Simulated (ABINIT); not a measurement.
An input for ABINIT 10.8.3 (BAs (F-43m)):

```
acell 3*1.0 Angstrom
rprim 
  -0.000000000000 2.388500000000 2.388500000000
  2.388500000000 -0.000000000000 2.388500000000
  2.388500000000 2.388500000000 -0.000000000000
ntypat 2
znucl 5 33
natom 2
typat 1 2
xred 
  0.000000000000 0.000000000000 0.000000000000
  0.250000000000 0.250000000000 0.250000000000
pp_dirpath "pseudos"
pseudos "B.upf, As.upf"
ecut 44
nspinor 2
ngkpt 6 6 6
nshiftk 1
shiftk 0 0 0
kptopt 1
chksymbreak 0
nband 36
occopt 1
tolvrs 1e-10
nstep 60
prtwf 0
optforces 0
optstress 0
indata_prefix "in"
outdata_prefix "out"
tmpdata_prefix "tmp"
```

```sh
OMP_NUM_THREADS=1 mpirun -n 4 abinit run.abi > log
```

**Question.** Estimate wall time and host memory on 4 MPI ranks of Intel Xeon Platinum 8488C (Sapphire Rapids), shared host.

It took 33 s; on shared hardware allow 16 s to 66 s. Peak host memory was 0.37 GiB.

[Paths, hosts, dates, memory and timing lines, banners, echoed tables and standing remarks are left out of the program output.]

[Logs are printed without paths, hosts, clocks, repeated set-up lines and the standing remarks that a program may print on its own settings, such as how far it seeks lower states.]

[Runs of the session that timed out or met a known fault of the program may be left out.]

[No measured gap is set beside runs whose start may be inverted or whose files or cutoffs have a known fault.]

[Hosts, paths, dates, database ids (printed as entryN), source tags and the programs' standing remarks are cut or masked in the printed files.]

[G0W0 gaps are taken among the corrected bands and points alone; a level outside them can change the order at an edge.]

[Where Ansatz stands beside ABINIT at settings called matched, ABINIT's density can come from a denser mesh and the files from another edition; pairs whose starting gaps differed by over 0.03 eV were left out, so agreement reads better than it is.]
